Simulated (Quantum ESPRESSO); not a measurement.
The system is BN.

```
CELL_PARAMETERS angstrom
1.25112 0.72234 3.37293
-1.25112 0.72234 3.37293
0.00000 -1.44467 3.37293
ATOMIC_POSITIONS crystal
N 0.66724 0.66724 0.66724
B 0.00033 0.00033 0.00033
```

The cell is a database's computed one.

Base run:

* Program: Quantum ESPRESSO 7.5
* Functional: PBEsol
* Potentials or basis: GBRV 1.5 PBEsol
* Cutoff: 612 eV
* Density cutoff: 4898 eV
* k mesh: 12 × 12 × 12
* Occupations: fermi-dirac, width 0.05 eV
* Spin: no spin polarisation

Its results: band gap on the k mesh 4.19 eV, indirect (least direct gap 4.65 eV); pressure 1.1 GPa.

Question: The run is repeated on the same cell with these changes: functional from PBEsol to LDA; potentials or basis from GBRV 1.5 PBEsol to GBRV 1.5 LDA. What comes out?

Answer: Band gap on the k mesh 4.10 eV, indirect (least direct gap 4.56 eV); pressure -3.4 GPa.

A k mesh can miss the band edges.
